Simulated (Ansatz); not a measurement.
CoO:

```
Co O
1.0
     3.19765    0.00000    0.00000
    -1.59882    2.76924    0.00000
     0.00000    0.00000    5.22871
Co O
2 2
Direct
  0.33333 0.66667 0.50336
  0.00000 0.00000 0.00347
  0.33333 0.66667 0.87156
  0.00000 0.00000 0.37161
```

Measurements of this composition are mostly on another form, of space group No. 225.

Base run:

- Program: Ansatz 0.2.0
- Functional: LDA
- Potentials or basis: all-electron LAPW, scalar-relativistic
- Cutoff: 414 eV
- Density cutoff: 1655 eV
- Basis error allowed: 0.002 eV/atom
- k mesh: 10 × 10 × 5
- Occupations: fermi-dirac, width 0.05 eV
- Spin: collinear spin, ferromagnetic start
- Starting moments: [2.0, 2.0, 0.0, 0.0] μB

Its results: pressure -18.0 GPa; net moment 0.00 μB per cell; site moments Co +2.10, -2.10; O -0.15, +0.15 μB; largest force 0.056 eV/Å.

**Question.** The run is repeated on the same cell with these changes: functional from LDA to PBEsol. What comes out?

**Answer.** Pressure -9.6 GPa; net moment 0.00 μB per cell; site moments Co +2.22, -2.22; O -0.16, +0.16 μB; largest force 0.125 eV/Å.

PBEsol binds less tightly than LDA, so the same cell stands under more pressure.

Not every run made on this cell is shown here.
